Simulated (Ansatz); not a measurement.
# Does relaxation matter for the field gradients of Te?

Start: an entry of the Crystallography Open Database (COD), atoms as given.

```
Te
1.0
     4.45800    0.00000    0.00000
    -2.22900    3.86074    0.00000
     0.00000    0.00000    5.92500
Te
3
Direct
  0.74500 0.00000 0.33333
  0.00000 0.74500 0.66667
  0.25500 0.25500 0.00000
```

Sites (sets of like atoms) are named by element and the number of their first atom in this list.

All values are calculated (Ansatz; DFT, PBE, plane waves and PAW, scalar-relativistic, 420 eV cutoff, Γ-centred 8×8×5 k-points, Fermi–Dirac smearing 0.05 eV), not measured.

The largest force at the start is 0.62 eV/Å. Relaxing the ions at fixed cell moves them by 0.088 Å at most (atom 2, Te) and 0.088 Å rms.

```csv
site,atom,moved (Å),first shell before,first shell after,V_zz before (10²¹ V/m²),η before
Te,1,0.088,"2 Te at 2.79 Å, angle 105°","2 Te at 2.90 Å, angle 101°",-59.3,0.36
```

Q: What are V_zz and η after the relaxation?

A: 

| site | atom | V_zz after | η after | change of V_zz |
| --- | --- | --- | --- | --- |
| Te | 1 | -53.1 | 0.30 | +6.22 |

The largest change of V_zz is on Te, from -59.3 to -53.1.

Without spin–orbit coupling the gradients at and beside Te can be off by some per cent, at some sites by more.
